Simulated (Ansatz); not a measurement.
Theory: Ansatz, DFT PBE, scalar-relativistic, plane waves, PAW. Settings: cutoff 420 eV, Γ-centred meshes spaced at most about 0.3 Å⁻¹, and about 0.25 Å⁻¹ or finer for metals (2π included), Gaussian smearing. Spin is collinear in cells that carry moments; the others ran without spin or lost their moments.

Temperature and zero-point effects are left out.

Two forms of Mn₂Al₂Cu were relaxed alike.

A. (parallel moments up to 3.3 μB)

```
CELL_PARAMETERS angstrom
4.13894 0.00000 0.00000
-2.06947 3.58443 0.00000
0.00000 0.00000 5.22640
ATOMIC_POSITIONS crystal
Al 0.33333 0.66667 0.74727
Al 0.33333 0.66667 0.25273
Mn 0.66667 0.33333 0.00000
Mn 0.00000 0.00000 0.50000
Cu 0.00000 0.00000 0.00000
```

B. (no moments)

```
CELL_PARAMETERS angstrom
3.62104 0.00000 0.00000
-1.81052 3.13591 0.00000
0.00000 0.00000 8.23602
ATOMIC_POSITIONS crystal
Mn 0.33333 0.66667 0.00000
Mn 0.66667 0.33333 0.00000
Al 0.00000 0.00000 0.20667
Al 0.00000 0.00000 0.79333
Cu 0.00000 0.00000 0.50000
```

**Question.** Which is lower in energy, and by how much?

**Answer.** A is lower, by 0.36 eV/atom. A has space group P-6m2 (No. 187), 15.5 Å³/atom and no gap on its mesh; B has space group P6/mmm (No. 191), 18.7 Å³/atom and no gap. Counting all near atoms (those within 1.25 times the shortest distance at each site; a plus sign parts nearer from farther groups; a slash parts the counts of unlike sites), A has Mn 8/3+6, Al 11, Cu 11 and B has Mn 3, Al 1+6, Cu 2. Their magnetic states differ too, which can make part of the margin. The denser one is the lower, and pressure would at first widen the difference. Even the lower one lies +0.16 eV/atom against the reference forms of the elements (uncorrected), so neither is stable at this level. Both come from invented guesses. The lowest form computed isn't among them: it has space group I4mm (No. 107), 13.1 Å³/atom, is reached from a Materials Project cell and lies 213 meV/atom below the best shown.

Another magnetic order may lie lower. Cells relaxed within their symmetry can be saddle points. Some types were kept out of the candidates beforehand, so the set may lack a known form.
